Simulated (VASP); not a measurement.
SrCl₂ in VASP 6.6.1, single-point calculation

INCAR

```
ISMEAR = -1
LCHARG = .FALSE.
PREC = Accurate
GGA = PE
NBANDS = 19
ENCUT = 520
SIGMA = 0.02
IBRION = -1
NSW = 0
ISYM = 1
LASPH = .TRUE.
EDIFF = 1E-7
ISIF = 2
NELM = 120
LWAVE = .FALSE.
LREAL = .FALSE.
IVDW = 12
```

KPOINTS

```
KPOINTS created by Atomic Simulation Environment
0
Gamma
6 6 6
0 0 0
```

POSCAR

```
Sr Cl
 1.0000000000000000
    -0.0000000000000000    3.4977180852531600    3.4977180852531600
     3.4977180852531600    0.0000000000000000    3.4977180852531600
     3.4977180852531600    3.4977180852531600    0.0000000000000000
 Sr  Cl
   1   2
Cartesian
  0.0000000000000000 -0.0000000000000000 -0.0000000000000000
  1.7488590426265800  1.7488590426265800  1.7488590426265800
  5.2465771278797408  5.2465771278797408  5.2465771278797408
```

The recommended PBE PAW datasets give the neutral cell 24 valence electrons.

Command

```
mpirun -np 1 vasp_std
```

Predict the outcome of this run.

It converged. Results: gap between bands v and c on the k mesh 5.31 eV; least direct gap on the k mesh 5.51 eV; pressure -0.5 GPa. Band v is the last that the valence electrons fill when counted band by band, and c is the next.

OSZICAR

```
N       E                     dE             d eps       ncg     rms          rms(c)
DAV:   1     0.141670896822E+03    0.14167E+03   -0.11561E+04   608   0.114E+03
DAV:   2    -0.382986844471E+01   -0.14550E+03   -0.13940E+03   798   0.221E+02
DAV:   3    -0.128052058385E+02   -0.89753E+01   -0.89510E+01   826   0.551E+01
DAV:   4    -0.130629599463E+02   -0.25775E+00   -0.25737E+00   978   0.794E+00
DAV:   5    -0.130658981327E+02   -0.29382E-02   -0.29379E-02   840   0.814E-01    0.127E+01
DAV:   6    -0.127681738572E+02    0.29772E+00   -0.59981E-01   696   0.433E+00    0.817E+00
DAV:   7    -0.127776931733E+02   -0.95193E-02   -0.36131E-01   825   0.360E+00    0.214E+00
DAV:   8    -0.127840098814E+02   -0.63167E-02   -0.53648E-02   688   0.128E+00    0.399E-01
DAV:   9    -0.127850365133E+02   -0.10266E-02   -0.20149E-03   772   0.266E-01    0.143E-01
DAV:  10    -0.127863774474E+02   -0.13409E-02   -0.93766E-04   655   0.178E-01    0.347E-02
DAV:  11    -0.127864790263E+02   -0.10158E-03   -0.67934E-05   779   0.464E-02    0.413E-02
DAV:  12    -0.127865004231E+02   -0.21397E-04   -0.22940E-05   653   0.243E-02    0.559E-03
DAV:  13    -0.127865015011E+02   -0.10780E-05   -0.12968E-06   810   0.643E-03    0.444E-03
DAV:  14    -0.127865014934E+02    0.77146E-08   -0.40588E-07   613   0.397E-03
   1 F= -.13445328E+02 E0= -.13445328E+02  d E =-.135328E-11
```

For comparison, a separate PBE run of the intended cell, on usual settings and not on those above, gives a gap of 5.31 eV on its mesh and a pressure of 0.8 GPa.
